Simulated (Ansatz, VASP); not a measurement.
# Two plane-wave programs on MgO

The input INCAR:

```
PREC = Accurate
ENCUT = 520
EDIFF = 1E-7
ISMEAR = 0
SIGMA = 0.05
LREAL = False
LASPH = True
NELM = 100
ALGO = Normal
ISIF = 2
LWAVE = False
LCHARG = False
GGA = PE
NBANDS = 16
```

Contents of KPOINTS:

```
Automatic mesh
0
Gamma
  9 9 6
```

The input POSCAR:

```
MgO
1.0
    3.3077869865      0.0000000000      0.0000000000
   -1.6538934933      2.8646275606      0.0000000000
    0.0000000000      0.0000000000      4.9828816700
Mg O
2 2
Direct
    0.3333333333      0.6666666667      0.0021597400
    0.6666666667      0.3333333333      0.5021597400
    0.3333333333      0.6666666667      0.4024402600
    0.6666666667      0.3333333333      0.9024402600
```

Input for Ansatz:

```yaml
crystal:
  lattice:
    - [3.3077869865, 0.0, 0.0]
    - [-1.6538934933, 2.8646275606, 0.0]
    - [0.0, 0.0, 4.98288167]
  atoms:
    - { symbol: Mg, position: [0.3333333333, 0.6666666667, 0.00215974] }
    - { symbol: Mg, position: [0.6666666667, 0.3333333333, 0.50215974] }
    - { symbol: O, position: [0.3333333333, 0.6666666667, 0.40244026] }
    - { symbol: O, position: [0.6666666667, 0.3333333333, 0.90244026] }
basis:
  ecutwfc: 420
kpoints:
  mp_grid: { grid: [9, 9, 6] }
hamiltonian:
  xc: pbe
scf:
  occupations: { method: gaussian, width: 0.05 }
output:
  forces: true
  stress: true
  eigenvalues: true
```

Measurements of this composition are mostly on another form, of space group No. 225.

Alike in both runs: task single point; functional PBE; k mesh 9 × 9 × 6; occupations gaussian, width 0.05 eV; no spin polarisation.

```csv
,VASP,Ansatz
version,VASP 6.6.1,Ansatz 0.2.0
potentials or method,"VASP PAW PBE potentials, release 64 (Mg, O)","scalar-relativistic, plane waves, PAW"
plane-wave cutoff (eV),520,420
valence electrons in the cell,16,32
```

```csv
,VASP,Ansatz,Ansatz less VASP
gap on the k mesh at the Fermi level (eV),3.46,3.48,+0.018
least direct gap on the mesh (eV),3.46,3.48,+0.018
pressure (GPa),3.0,3.3,+0.38
largest component of the traceless stress (GPa),0.15,0.12,-0.030
rms of the force components (eV/Å),0.005,0.004,-0.0003
```

Atom by atom the forces differ by 0.000 eV/Å (rms over components). The functional is the same, so the differences come from potentials, cutoffs and numerics. The two sets of potentials don't hold the same shells in valence.

Caveats: an odd mesh through Γ misses points on the zone boundary, where band edges often lie. Expect the measured gap to be larger: semilocal functionals such as PBE lack the derivative discontinuity.
